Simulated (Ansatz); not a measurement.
Mg: how the energy converges with the cutoff

Mg, I4/mmm, a = 3.672 Å, c = 3.359 Å. This isn't the element's structure at ambient conditions. Ansatz: PBE, PAW, cutoff varied, Γ-centred 16×16×16 mesh on 1 atom, Gaussian smearing 0.10 eV; no spin polarisation. Single points at one geometry, the cutoff alone changed; ΔE is the energy at zero smearing over the run at 600 eV (runs within 0.3 meV/atom of it are left out). The runs up to 350 eV lie under the cutoff recommended for these PAW datasets.

```tsv
cutoff (eV)	ΔE (meV/atom)
200	1798.99
250	?
300	18.73
350	1.20
```

Problem. Assume ΔE falls exponentially with the cutoff, fit y = ln ΔE against x, the cutoff in eV, to the other rows, and predict the missing value.

Solution. y = 7.495, 2.930, 0.182. Means x = 283.3, y = 3.5357; Σ(Δx)² = 11667, ΣΔxΔy = -563.6; the slope is their ratio. y = 17.22 − 0.04831 x, a factor of ten per 48 eV. At 250 eV this gives ΔE = 171.14 meV/atom. The run gave 202.66, a ratio of 0.84. Between neighbouring rows the decay runs from a factor of ten per 42 eV to one per 53 eV, so one exponential is only a rough guide.